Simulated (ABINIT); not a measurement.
Runs of ABINIT 10.8.3 (patched build) on Sn. It takes space group Immm (No. 71, orthorhombic). Conventional cell: a = 3.453 Å, b = 3.551 Å, c = 4.677 Å, α = 90.00°, β = 90.00°, γ = 90.00°. Around Sn (site symmetry mmm) lie 12 Sn at 3.41 to 3.55 Å. This isn't the form of Sn at room conditions, which is tetragonal (white tin).

| task | level | potentials or basis | cell | k mesh | cutoff (eV) | cell freedom (optcell) | cutoff smearing ecutsm (Ha) | optimiser (ionmov) | force stop (Ha/bohr) | fine-grid cutoff | gap on the mesh (eV) | pressure (GPa) | relaxed volume (Å³/atom) |
| --- | --- | --- | --- | --- | --- | --- | --- | --- | --- | --- | --- | --- | --- |
| single point | PBE | Ansatz NC PBE | as given | 11 × 11 × 11 | 980 | - | - | - | - | - | none | -1.0 | - |
| relaxation of cell and atoms | PBE | JTH PAW PBE v2.0 | relaxed | 9 × 9 × 9 | 599 | 2 | 0.5 | 2 | 0.0002 | 1197.3 eV | none | 0.0 | 28.13 |
| single point | PBE | SPMS NC PBE v1.0 | as given | 11 × 11 × 11 | 599 | - | - | - | - | - | none | (a) | - |
| single point | PBE | PseudoDojo NC SR PBE v0.4 stringent | as given | 11 × 11 × 11 | 1388 | - | - | - | - | - | none | -1.0 | - |
| relaxation of cell and atoms | PBE+D3 | JTH PAW PBE v2.0 | relaxed | 9 × 9 × 9 | 599 | 2 | 0.5 | 2 | 0.0002 | 1197.3 eV | none | 0.0 | 27.39 |

Alike in all rows: no spin polarisation; smearing fermi-dirac 0.05 eV.

Estimate the missing entries.

(a) -0.9.

Caveats: pairwise dispersion overbinds metals, which lowers pressure and volume (some runs).

A k mesh can miss the band edges, and the runs leave out spin-orbit coupling on Sn.

A gap of «none» marks a metal or a gap under the smearing width.

The runs don't all hold the same shells in valence.
